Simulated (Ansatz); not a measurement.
AlN at 7 GPa: from Born charge to LO–TO splitting and polaron coupling

Method: Ansatz 0.2.0, DFT PBEsol, scalar-relativistic, plane waves, PAW. Plane waves to 420 eV; Γ-centred k mesh 10×10×10; fixed occupations. No spin polarisation. Phonons by linear response, acoustic sum rule imposed.

The cell, relaxed at 7 GPa:
```cif
data_structure
_symmetry_space_group_name_H-M 'F-43m'
_symmetry_Int_Tables_number 216
_cell_length_a 4.3301
_cell_length_b 4.3301
_cell_length_c 4.3301
_cell_angle_alpha 90.000
_cell_angle_beta 90.000
_cell_angle_gamma 90.000
_cell_volume 81.19
loop_
_atom_site_label
_atom_site_type_symbol
_atom_site_symmetry_multiplicity
_atom_site_Wyckoff_symbol
_atom_site_fract_x
_atom_site_fract_y
_atom_site_fract_z
_atom_site_occupancy
Al1 Al 4 a 0.00000 0.00000 0.00000 1
N1 N 4 c 0.25000 0.25000 0.25000 1
```

Other phases may be more stable at this pressure.

Linear response gives ν_TO = 679.6 cm⁻¹, Born charges ±2.543 e (positive on Al) and ε∞ = 4.587. The primitive cell holds 20.297 Å³, and the masses are 26.982 and 14.007 amu.

Problem. Find ν_LO and the static dielectric constant.

Solution. The long-wave field adds a restoring force: ω_LO² − ω_TO² = Z*²e²/(ε_vac ε∞ μV). In these units ν_LO² − ν_TO² = 4.92064×10⁷ Z*²/(μ V ε∞) cm⁻², with μ = m₁m₂/(m₁ + m₂) = 9.220 amu: 370808 cm⁻². So ν_LO = √(679.6² + 370808) = 912.5 cm⁻¹, and the run gives 912.5. Lyddane–Sachs–Teller then gives ε0 = ε∞ (ν_LO/ν_TO)² = 8.27, against 8.27 in the run (it forms both from the same three quantities, so the match checks the arithmetic only). Between ν_TO and ν_LO the dielectric function is negative and an undamped crystal reflects fully: a reststrahlen band from 11.0 to 14.7 μm.

Problem. What do the Clausius–Mossotti polarisability and the Szigeti charge come to?

Solution. With the Lorentz local field, α = (3V/4π)(ε∞ − 1)/(ε∞ + 2) = 2.64 Å³ for the pair, and e_S = 3Z*/(ε∞ + 2) = 1.16 e. The Born charge includes the electrons' response to the dipole's own local field, and e_S takes that enhancement out. The Lorentz field assumes point-like polarisable ions, a poor picture once ε∞ is this large, since the electron clouds then overlap or are shared, so both numbers are formal here.

Problem. How strongly does a slow electron couple to the LO mode?

Solution. For one isotropic parabolic band, Fröhlich's constant is α_F = (1/ε∞ − 1/ε0) √(m* Ry/ħω_LO), with Ry = 13.606 eV, ħω_LO = 113.1 meV and m* in free-electron masses: α_F = 0.0971 × 10.97 × √m* = 1.06 √m*. The band mass isn't part of this run; for m* = 0.1, 0.3 and 1 it gives 0.34, 0.58, 1.06. In weak coupling the polaron lies α_F ħω_LO below the band edge (66 meV at m* = 0.3) with a mass m*(1 + α_F/6); past α_F of about 5 or 6 that expansion fails. A semilocal functional's ε∞ tends to be too large, which taken alone lowers α_F.

This zinc-blende form isn't the usual stable structure of the compound at low pressure.

Cost: 1 run of about 0.14 core-minutes, on AMD EPYC 9R45 (Zen 5) (shared hosts).